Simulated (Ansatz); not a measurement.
The cell is YN (rocksalt); cell and atoms were relaxed with r2SCAN. The symmetry is Fm-3m (No. 225, cubic); conventional cell a = 4.896 Å, 14.67 Å³ an atom. Around Y lie 6 N at 2.45 Å; around N lie 6 Y at 2.45 Å.

```xyz
2
Lattice="0.0000 2.4480 2.4480 2.4480 0.0000 2.4480 2.4480 2.4480 0.0000" Properties=species:S:1:pos:R:3 pbc="T T T"
Y     0.0000    0.0000    0.0000
N     2.4480    2.4480    2.4480
```

The questions ask for values computed with Ansatz 0.2.0 on this geometry. Calculated for a static, non-magnetic cell.

(1) Is there a gap with PBE, and of what kind?

(2) Estimate the gap with PBE+SOC on 10×10×10.

(3) Estimate the gap with r2SCAN on 10×10×10.

(4) How does the gap change from PBE to HSE06 (6×6×6)?

Answers

(1) With PBE the valence top lies at Γ and the conduction bottom at X, 0.20 eV higher; the smallest vertical gap, at X, is 0.59 eV.

(2) The PBE+SOC gap is indirect, 0.18 eV (Γ to X), below the direct gap of 0.55 eV at X. The gap differs by -0.02 eV from PBE's.

(3) With r2SCAN the valence top lies at Γ and the conduction bottom at X, 0.58 eV higher; the smallest vertical gap, at X, is 0.98 eV. The gap differs by +0.38 eV from PBE's.

(4) HSE06 gives an indirect gap of 1.09 eV, from Γ to X; the least direct gap is 1.56 eV at X. The gap differs by +0.89 eV from PBE's.

Only the levels marked +SOC include spin-orbit coupling.

The meshes of the hybrids are coarse, so their gaps aren't converged to the digits shown.
